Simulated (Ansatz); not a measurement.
# Indium, omega (AlB2-type) under revPBE: ground state and equation of state

Aim: take indium in the omega (AlB2-type) structure, relax it, solve it on a dense k-mesh, then scale the cell to 7 volumes from 88 to 112 % of the relaxed one and try a fit of the equation of state. Spin polarisation is left out. The k-meshes are 7×7×10 for the relaxation; 9×9×12 for the dense run; 8×8×11 for the volumes.

Computed with Ansatz 0.2.0 (DFT revPBE, plane waves (420 eV) with PAW, scalar-relativistic; PBE-made PAW files, unless a step says otherwise).

**1. The starting structure**

Symmetry: P6/mmm, No. 191, hexagonal system. Conventional cell: a = 5.286 Å, b = 5.286 Å, c = 3.241 Å, α = 90.00°, β = 90.00°, γ = 120.00°. In (site symmetry 6/mmm) has 14 In at 3.24 to 3.46 Å as nearest neighbours. Around In (site symmetry -6m2) lie 11 In at 3.05 to 3.46 Å.

Coordinates:

```
In
1.0
     5.28646    0.00000    0.00000
    -2.64323    4.57821    0.00000
     0.00000    0.00000    3.24060
In
3
Direct
  0.00000 0.00000 0.00000
  0.33333 0.66667 0.50000
  0.66667 0.33333 0.50000
```

**2. Relaxation of the cell**

File input.yaml:

```yaml
crystal:
  lattice:
    - [5.2864609513, 0.0, 0.0]
    - [-2.6432304757, 4.57820948, 0.0]
    - [0.0, 0.0, 3.2406005632]
  atoms:
    - { symbol: In, position: [0.0, 0.0, 0.0] }
    - { symbol: In, position: [0.3333333333, 0.6666666667, 0.5] }
    - { symbol: In, position: [0.6666666667, 0.3333333333, 0.5] }
hamiltonian:
  xc: revpbe
  pseudopotentials:
    kind: paw
    azcp:
      In: "pseudopotentials/In.paw.azcp"
basis:
  ecutwfc: 420
  fft_grid_basis: typed
kpoints:
  mp_grid: { grid: [7, 7, 10], shift: [0, 0, 0] }
magnetization:
  spin_polarized: false
scf:
  occupations: { method: fermi_dirac, width: 0.1 }
relax:
  max_steps: 60
  f_tol: 0.01
  cell: {}
```

Further steps of the session: Dense single point; Equation of state: 88 %; Equation of state: 92 %; Equation of state: 96 %; Equation of state: 100 %; Equation of state: 104 %; Equation of state: 108 %; Equation of state: 112 %.

What does the calculation give? Wanted: space group; conventional cell; volume; shortest distance; gap on the mesh; relative to body-centred tetragonal; V₀, B₀, B₀′.

**Answer**, as computed:

| quantity | value |
| --- | --- |
| space group (spins left aside) | P6/mmm (No. 191) |
| conventional cell | a = 5.441 Å, c = 3.379 Å (c/a = 0.621) |
| volume | 28.878 Å³/atom |
| shortest distance | 3.142 Å |
| gap on the mesh | none (levels filled in part) |
| relative to body-centred tetragonal | +26 meV/atom |
| V₀, B₀, B₀′ | 28.968 Å³/atom, 29 GPa, 5.3 |

What this shows: From the guessed start the volume grew by 10.5 % in 5 steps. Against the reference form of indium (body-centred tetragonal, computed apart with the same settings) it stands 26 meV/atom higher. Levels at the Fermi energy are filled in part, as in a metal. B₀ comes out at 29 GPa; letting shape and positions relax at each volume could only lower it. The symmetry was held, so the structure may be unstable against distortions that break it.
